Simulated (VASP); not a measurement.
System: MgO (rock salt type), 2 atoms in the cell.

```yaml
crystal:
  lattice:
    - [0.00000, 2.12500, 2.12500]
    - [2.12500, 0.00000, 2.12500]
    - [2.12500, 2.12500, 0.00000]
  atoms:
    - { symbol: Mg, position: [0.00000, 0.00000, 0.00000] }
    - { symbol: O, position: [0.50000, 0.50000, 0.50000] }
```
Lattice in Å, positions in fractions of it.

All numbers below come from HSE06, plane waves, standard recommended PAW potentials (VASP).

Settings: cutoff 525 eV; orbitals from an earlier step on the same cell; potentials Mg_pv O; PREC = Accurate; HFSCREEN = 0.208; HFRCUT = 0; PRECFOCK = Normal; Fermi–Dirac smearing of 0.02 eV; no spin polarisation.

Question: How do gap, pressure and energy move with the Γ-centred k-mesh?

Answer: 
```
mesh  gap on the mesh (eV)  pressure (GPa)  E − E(densest) (meV/atom)
  2³                 6.283           -1.61                      313.9
  4³                 6.194           -5.02                        4.2
  6³                 6.180           -5.02                        0.0
```

Potentials made with PBE were used with another functional.
